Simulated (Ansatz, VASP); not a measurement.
One calculation of SiC, two programs

INCAR

```
PREC = Accurate
ENCUT = 520
EDIFF = 1E-6
ISMEAR = 0
SIGMA = 0.05
LREAL = F
LASPH = T
NELM = 100
ALGO = Normal
ISIF = 2
LWAVE = F
LCHARG = F
GGA = PE
NBANDS = 11
```

Contents of KPOINTS:

```
regular mesh
0
Gamma
  12 12 12
```

The input POSCAR:

```
SiC
1.0
    0.0000000000      2.0908091326      2.0908091326
    2.0908091326      0.0000000000      2.0908091326
    2.1830835090      2.1830835090     -0.0922743764
Si C
1 1
Direct
    0.0000000000      0.0000000000      0.0000000000
    0.7500000000      0.7500000000      0.7500000000
```

Input for Ansatz:

```yaml
crystal:
  lattice:
    - [0.0, 2.0908091326, 2.0908091326]
    - [2.0908091326, 0.0, 2.0908091326]
    - [2.183083509, 2.183083509, -0.0922743764]
  atoms:
    - { symbol: Si, position: [0.0, 0.0, 0.0] }
    - { symbol: C, position: [0.75, 0.75, 0.75] }
basis:
  ecutwfc: 520.0
kpoints:
  mp_grid: { grid: [12, 12, 12] }
hamiltonian:
  xc: pbe
scf:
  occupations: { method: gaussian, width: 0.05 }
output:
  forces: true
  stress: true
  eigenvalues: true
```

Alike in both runs: task single point; functional PBE; k mesh 12 × 12 × 12; occupations gaussian, width 0.05 eV; no spin polarisation.

|  | VASP | Ansatz |
| --- | --- | --- |
| version | VASP 6.6.1 | Ansatz 0.2.0 |
| potentials or method | VASP PAW PBE potentials, release 64 (Si, C) | scalar-relativistic, plane waves, PAW |
| plane-wave cutoff (eV) | 520 | 520 |
| valence electrons in the cell | 8 | 8 |

Ansatz gave:

- gap on the k mesh at the Fermi level (eV): 1.08
- least direct gap on the mesh (eV): 4.18
- pressure (GPa): 19.8
- largest component of the traceless stress (GPa): 13.05
- rms of the force components (eV/Å): 0.382

Task: What did VASP give for the same quantities?

Result: gap on the k mesh at the Fermi level (eV): 1.08; least direct gap on the mesh (eV): 4.18; pressure (GPa): 19.7; largest component of the traceless stress (GPa): 13.10; rms of the force components (eV/Å): 0.381.

Atom by atom the forces differ by 0.001 eV/Å (rms over components). With one functional, cell and mesh, what is left measures potentials, basis and numerics.

Caveats: so large a pressure means that the cell lies far from this level's equilibrium, or that cutoff or potentials fall short (VASP). A k mesh can miss the band edges.
